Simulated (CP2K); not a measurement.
ZrS:

```
Zr S
1.0
     3.71231    0.00000    0.00000
     1.85616    3.21496    0.00000
     1.85616    1.07165    3.03109
Zr S
1 1
Direct
  0.00000 0.00000 0.00000
  0.50000 0.50000 0.50000
```

Program: CP2K 2026.2. Alike in all runs: task band structure; no spin polarisation; cell as given; k mesh 9 × 9 × 9.

Task: Order these runs on this cell by their pressure, lowest first.
A. level PBEsol; potentials or basis POTENTIAL_UZH Zr GTH-PBE-q12, S GTH-PBE-q6; TZVP-MOLOPT-PBE-GTH basis; smearing fermi-dirac 0.05 eV; EPS_DEFAULT 1.0E-9; NGRIDS 4; points a segment of the path (NPOINTS) 8; bands added on the path 2; CUTOFF of the grids 450 Ry
B. level r2SCAN; potentials or basis POTENTIAL_UZH Zr GTH-SCAN-q12, S GTH-SCAN-q6; TZVP-MOLOPT-SCAN-GTH basis; smearing fermi-dirac 0.01 eV; EPS_DEFAULT 1.0E-10; NGRIDS 5; points a segment of the path (NPOINTS) 6; bands added on the path 4; CUTOFF of the grids 700 Ry
C. level LDA; potentials or basis GTH_POTENTIALS Zr GTH-PADE-q12, S GTH-PADE-q6; TZVP-MOLOPT-PBE-GTH basis; smearing fermi-dirac 0.05 eV; EPS_DEFAULT 1.0E-9; NGRIDS 4; points a segment of the path (NPOINTS) 8; bands added on the path 2; CUTOFF of the grids 450 Ry

Result: C (-9.6 GPa), A (-5.4 GPa), B (-1.3 GPa).

Caveats: the basis of atomic orbitals isn't converged, which shifts pressures, moduli and gaps; the potentials were made for another functional, which shifts forces and pressure (some runs).

Runs at the PBE level aren't shown here.
